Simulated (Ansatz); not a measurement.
## BaS: experiment and calculation

**Measured values to compare with.**

From a printed reference work (data compilation), for a bulk crystal of BaS at 294.15 K: lattice constant a 6.3875 Å.

These are results of DFT PBE, scalar-relativistic, plane waves, PAW (Ansatz), not measurements.

Cutoff 420 eV; k points 8×8×8 on the computed 2-atom cell (Γ-centred); Gaussian smearing, width 0.02 eV; no spin polarisation.

Relaxed structure:

```cif
data_structure
_symmetry_space_group_name_H-M 'Fm-3m'
_symmetry_Int_Tables_number 225
_cell_length_a 6.4271
_cell_length_b 6.4271
_cell_length_c 6.4271
_cell_angle_alpha 90.000
_cell_angle_beta 90.000
_cell_angle_gamma 90.000
_cell_volume 265.49
loop_
_atom_site_label
_atom_site_type_symbol
_atom_site_symmetry_multiplicity
_atom_site_Wyckoff_symbol
_atom_site_fract_x
_atom_site_fract_y
_atom_site_fract_z
_atom_site_occupancy
Ba1 Ba 4 b 0.50000 0.00000 0.00000 1
S1 S 4 a 0.00000 0.00000 0.00000 1
```

```json
{
  "Space group": "Fm-3m (No. 225)",
  "Volume per atom": "33.19 Å³",
  "Formation energy from the elements' standard states (uncorrected)": "-2.133 eV/atom",
  "Kohn–Sham band gap": "2.23 eV",
  "Orbital (Löwdin) character of the top 1 eV of the valence band": "S 3p 92 %, unprojected 5 %",
  "Bader charge by site (e)": "Ba (1 in the cell) 1.42, S (1 in the cell) -1.42"
}
```

Spin-orbit coupling is left out, which matters for the bands of heavy elements.

Against the measured lattice constant a of BaS, 6.3875 Å (294.15 K; a printed reference work (data compilation)), the calculated 6.427 Å is off by +0.6 %. The calculation is for 0 K without zero-point motion.

The cell was relaxed from a distorted copy of a database structure. Kohn–Sham gaps at this level usually fall short of measured ones.
